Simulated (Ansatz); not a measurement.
Crystal: BN.

```
CELL_PARAMETERS angstrom
0.00000 1.81300 1.81300
1.81300 0.00000 1.81300
1.81300 1.81300 0.00000
ATOMIC_POSITIONS crystal
N 0.25000 0.25000 0.25000
B 0.00000 0.00000 0.00000
```

The cell is a database's computed one.

- Program: Ansatz 0.2.0
- Task: relaxation of cell and atoms
- Functional: HSE06
- Potentials or basis: Ansatz PAW
- Cutoff: 420 eV (not typed: the program's choice for these potentials)
- k mesh: 7 × 7 × 7
- Occupations: fermi-dirac, width 0.05 eV
- Spin: no spin polarisation

At the start: volume 5.96 Å³/atom.

Problem. How do energy, volume and symmetry change on relaxing?

Solution. It ends after 7 steps and the volume is 5.81 Å³/atom (-2.4 %); space group F-43m (No. 216, to 0.05 Å).

The path:
```
step  energy change (eV)  largest force (eV/Å)  volume (Å³)
   1              0.0000                0.0000        11.92
   2             -0.0082                0.0000        11.74
   3             -0.0102                0.0000        11.63
   4             -0.0102                0.0000        11.63
   5             -0.0090                0.0000        11.63
   6             -0.0090                0.0000        11.63
   7             -0.0090                0.0000        11.63
```

Final structure:
```
CELL_PARAMETERS angstrom
0.00000 1.79816 1.79816
1.79816 0.00000 1.79816
1.79816 1.79816 0.00000
ATOMIC_POSITIONS crystal
N 0.25000 0.25000 0.25000
B 0.00000 0.00000 0.00000
```

Caveat: the k mesh is coarse (spacing up to 0.43 Å⁻¹), so the values aren't converged, least of all with exact exchange; the plane-wave basis is chosen anew once the cell has moved, so the energies of steps on either side of that aren't comparable; the pressure holds a Pulay correction of +0.8 GPa for the finite cutoff; the PAW data sets come from PBE, with cores solved anew for the run's functional, which leaves a small shift of forces and pressure.
